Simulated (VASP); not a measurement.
# A single sheet of Bi2Se3: what the settings do to the level below the vacuum, part 5 of 5

Wanted: the error that each setting leaves in the work function or ionisation potential of a single sheet of Bi2Se3.

VASP 6.6.1, plane waves and PAW; the level of theory is named at each step.

So far. Step 18 (Another level, functional optB88-vdW, disp nonlocal): Against the base run its depth below the vacuum changes by +0.24 eV. Step 19 (Another level, functional r2SCAN, disp none): Against the base run its depth below the vacuum changes by +0.27 eV.

## Step 21: With spin orbit coupling

This step: PBE, spin-orbit coupling; plane waves and PAW (Se, Bi) (VASP 6.6.1).

For heavy elements spin-orbit coupling shifts the highest filled levels.

Contents of INCAR:

```
SYSTEM = Bi2Se3
PREC = Normal
ENCUT = 350
EDIFF = 1E-06
NELM = 120
ISMEAR = 0
SIGMA = 0.05
LREAL = .FALSE.
ALGO = Normal
GGA = PE
LNONCOLLINEAR = .TRUE.
MAGMOM = 0 0 0 0 0 0 0 0 0 0 0 0 0 0 0
NBANDS = 40
GGA_COMPAT = .FALSE.
LASPH = .TRUE.
LSORBIT = .TRUE.
LORBIT = 11
LWAVE = .FALSE.
LCHARG = .FALSE.
KPAR = 4
IDIPOL = 3
LDIPOL = .TRUE.
DIPOL = 0.5 0.5 0.5
LVHAR = .TRUE.
LVACPOTAV = .TRUE.
```

Contents of POSCAR:

```
Bi2Se3
1.0
    4.1430000000      0.0000000000      0.0000000000
   -2.0715000000      3.5879432480      0.0000000000
    0.0000000000      0.0000000000     21.9661842666
Se Bi
3 2
Direct
    0.3333333330      0.6666666670      0.6585660980
    0.6666666670      0.3333333330      0.5000000000
    0.0000000000      0.0000000000      0.3414339020
    0.0000000000      0.0000000000      0.5879522560
    0.3333333330      0.6666666670      0.4120477440
```

Contents of KPOINTS:

```
Automatic mesh
0
Gamma
9 9 1
0 0 0
```

PAW data sets: Se and Bi (PBE family, release 64).

Started as:

```sh
$ mpirun -np 4 vasp_ncl
```

The log of the run:

```text
[... set-up lines as in an earlier step ...]
 entering main loop
       N       E                     dE             d eps       ncg     rms          rms(c)
DAV:   1     0.172092581283E+03    0.17209E+03   -0.74634E+03   960   0.758E+02
DAV:   2     0.452546879927E+01   -0.16757E+03   -0.16273E+03  1432   0.163E+02
DAV:   3    -0.206319518856E+02   -0.25157E+02   -0.24759E+02  1176   0.683E+01
DAV:   4    -0.217255423257E+02   -0.10936E+01   -0.10886E+01  1424   0.160E+01
[...]
DAV:  19    -0.210589957918E+02   -0.96973E-05   -0.11815E-07   656   0.129E-03    0.664E-04
DAV:  20    -0.210590042231E+02   -0.84313E-05   -0.16372E-07   752   0.135E-03    0.479E-04
DAV:  21    -0.210590047317E+02   -0.50851E-06   -0.22193E-08   624   0.532E-04
 [... a notice as in an earlier step ...]

   1 F= -.21059005E+02 E0= -.21059005E+02  d E =-.148516E-12  mag=    -0.0000     0.0000    -0.0000
```

The job ended after 35 s (4 MPI ranks of Intel Xeon 6975P-C (Granite Rapids), shared host; peak memory 2.1 GiB; 2.1 min of CPU time).

Parts of OUTCAR (step 21):

```text
  Total        1.9074916      1.9074916      1.8082503      0.0000000      0.0000000      0.0000000
  in kB        9.3596173      9.3596173      8.8726634      0.0000000      0.0000000      0.0000000
  external PRESSURE =       9.1972993 kB  Pullay stress =       0.0000000 kB

 POSITION                                       TOTAL-FORCE (eV/Angst)
 -----------------------------------------------------------------------------------
     -0.00000      2.39196     14.46618        -0.000000      0.000000      0.330336
      2.07150      1.19598     10.98309        -0.000000      0.000000      0.000000
      0.00000      0.00000      7.50000         0.000000     -0.000000     -0.330336
      0.00000      0.00000     12.91507         0.000000      0.000000     -0.123706
     -0.00000      2.39196      9.05112        -0.000000      0.000000      0.123706
 -----------------------------------------------------------------------------------
    total drift:                                0.000000     -0.000000      0.000120

  FREE ENERGIE OF THE ION-ELECTRON SYSTEM (eV)
  ---------------------------------------------------
  free  energy   TOTEN  =       -21.0590047317 eV

  energy  without entropy=      -21.0590047317  energy(sigma->0) =      -21.05900473

 magnetization (x)
# of ion       s       p       d       tot
------------------------------------------
    1        0.000   0.000   0.000   0.000
    2        0.000  -0.000   0.000  -0.000
    3        0.000   0.000   0.000   0.000
    4       -0.000  -0.000   0.000  -0.000
    5        0.000   0.000   0.000   0.000
--------------------------------------------------
tot          0.000  -0.000   0.000   0.000

 magnetization (y)
# of ion       s       p       d       tot
------------------------------------------
    1        0.000  -0.000   0.000  -0.000
    2        0.000   0.000   0.000   0.000
    3        0.000  -0.000   0.000  -0.000
    4        0.000  -0.000   0.000  -0.000
    5        0.000   0.000   0.000   0.000
--------------------------------------------------
tot          0.000  -0.000   0.000  -0.000

 magnetization (z)
# of ion       s       p       d       tot
------------------------------------------
    1       -0.000   0.000   0.000   0.000
    2        0.000   0.000   0.000   0.000
    3       -0.000   0.000   0.000   0.000
    4        0.000   0.000  -0.000   0.000
    5        0.000  -0.000  -0.000  -0.000
--------------------------------------------------
tot         -0.000   0.000  -0.000  -0.000

[... 1 part as in an earlier step ...]

[... 2 further parts left out ...]
[key lines of the parts left out:]
E-fermi :  -1.4264
```

VASP adds spin-orbit coupling inside the spheres on scalar-relativistic partial waves, which describe the 6p1/2 states imperfectly, so such gaps can be off by a tenth of an eV or more.

This step gave:

* electronic cycles: 21
* free energy (TOTEN): -21.06 eV
* Fermi energy: -1.426 eV
* vacuum levels: 4.219, 4.219 eV
* ionisation potentials of the upper and lower face: 5.898, 5.898 eV
* electron affinities of the upper and lower face: 5.412, 5.412 eV
* highest filled level below the vacuum: 5.898 eV
* gap on the k-mesh: 0.4853 eV
* least direct gap on the k-mesh: 0.8765 eV

Against the base run its depth below the vacuum changes by -0.06 eV.

## Step 22: Cost and result by level

Times are for 4 MPI ranks of Intel Xeon 6975P-C (Granite Rapids), shared host. The runs compared:

| no. | run | electronic cycles | bands | free energy (TOTEN) (eV) | eigenvalues first band | highest filled level below the vacuum (eV) | time | memory (GiB) |
| --- | --- | --- | --- | --- | --- | --- | --- | --- |
| 1 | base run | 20 | 20 | -20.20 | 3 | 5.955 | 8 s | 0.87 |
| 2 | series over the cutoff | 20 | 20 | -20.19 | 3 | 5.949 | 4.8 s | 0.6 |
| 3 | series over the cutoff | 20 | 20 | -20.20 | 3 | 5.953 | 6.2 s | 0.72 |
| 4 | series over the smearing | 20 | 20 | -20.20 | 3 | 5.955 | 8 s | 0.86 |
| 5 | series over the smearing | 20 | 20 | -20.20 | 3 | 5.954 | 8 s | 0.87 |
| 6 | with spin orbit coupling | 21 | 40 | -21.06 | 17 | 5.898 | 35 s | 2.1 |

## Step 23: All runs together

This step: slab, study of settings, base PBE; plane waves and PAW (VASP 6.6.1).

This step runs nothing: it gathers the runs above.

This step gave:

- highest filled level below the vacuum: 5.955 eV

Energies of other functionals are not comparable and are left out. All runs:

| change from the base run | level below the vacuum (eV) | shift (eV) | energy change (meV/atom) | core seconds |
| --- | --- | --- | --- | --- |
| base | 5.955 | 0 | 0 | 32 |
| mesh 3 x 3 | 6.204 | 0.249 | 3 | 12.8 |
| mesh 6 x 6 | 6.013 | 0.058 | 0.5 | 27.2 |
| mesh 12 x 12 | 5.949 | -0.007 | -0.5 | 40.8 |
| vacuum 5 A | - | - | -1.5 | 16.8 |
| vacuum 8 A | 5.931 | -0.025 | 0.2 | 19.2 |
| vacuum 24 A | 5.955 | 0 | -0.1 | 40 |
| cutoff 210 eV | 5.949 | -0.006 | 1.6 | 19.2 |
| cutoff 280 eV | 5.953 | -0.002 | 0.1 | 24.8 |
| smearing 0.02 eV | 5.955 | 0 | 0 | 32 |
| smearing 0.4 eV | 5.955 | -0.001 | 0.5 | 32 |
| LDA | 6.168 | 0.213 | - | 23.2 |
| PBEsol | 5.986 | 0.031 | - | 32 |
| RPBE | 5.878 | -0.077 | - | 32 |
| optB88-vdW | 6.195 | 0.24 | - | 300 |
| r2SCAN | 6.222 | 0.267 | - | 96 |
| spin-orbit coupling | 5.898 | -0.058 | - | 140 |

## Step 24: Outcome

| Property | Result |
| --- | --- |
| highest filled level below the vacuum | 5.96 eV |

The base run puts the highest filled level 5.96 eV below the vacuum at the upper face. Among the meshes tried the largest shift is 0.25 eV (mesh 3 x 3, at 0.4 times the cost). Among the vacuum widths the largest shift is -0.03 eV (vacuum 8 A, at 0.6 times the cost). The lower cutoffs shift it by about 0.01 eV or less. The smearing widths shift it by about 0.01 eV or less. With vacuum 5 A the program printed no vacuum level, so no level is given there, and the line on vacuum widths holds for the others alone. The functionals span 0.34 eV, from RPBE to r2SCAN. The program warns that it found no field-free region at its default tolerance, also in runs whose level could not be checked against a flat part of the potential; that adds doubt to those levels. The thickness of the slab was not varied, and the small cell can't reconstruct. Costs come from a shared host, and the base run also writes a finer density of states, so small ratios mean little. All runs hold the atoms as cut and share one family of PAW data sets, so relaxation and each functional's own lattice are left out.

[Lines on the potential files, build, host, timing and source positions are cut from VASP's logs without a mark.]

[Logs are printed without paths, hosts, clocks, repeated set-up lines and the standing remarks that a program may print on its own settings, such as how far it seeks lower states.]

[Hosts, paths, dates, database ids (printed as entryN), source tags and the programs' standing remarks are cut or masked in the printed files.]

[In band tables of VASP the shares of atoms and orbitals are scaled to a sum of 1 inside the atoms' spheres.]

[Runs that stopped without an error message from VASP are left out.]
